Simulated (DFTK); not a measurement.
Crystal: Sr.

```
Sr
1.0
     0.00000    3.04235    3.04235
     3.04235    0.00000    3.04235
     3.04235    3.04235    0.00000
Sr
1
Cartesian
  0.0000 0.0000 0.0000
```

Base run:

- Program: DFTK 0.8.2
- Functional: PBE
- Potentials or basis: dojo.nc.sr.pbe.v0_4_1.standard.upf (PBE)
- Cutoff: 1088 eV
- k mesh: 8 × 8 × 8
- Occupations: fermi-dirac, width 0.05 eV
- Spin: no spin polarisation

Its results: band gap on the k mesh none (metal or under the smearing width); pressure -0.3 GPa.

Task: The run is repeated on the same cell with these changes: functional from PBE to PBEsol; potentials or basis from dojo.nc.sr.pbe.v0_4_1.standard.upf (PBE) to dojo.nc.sr.pbesol.v0_4_1.standard.upf (PBEsol). What comes out?

Result: Band gap on the k mesh none (metal or under the smearing width); pressure -0.9 GPa.
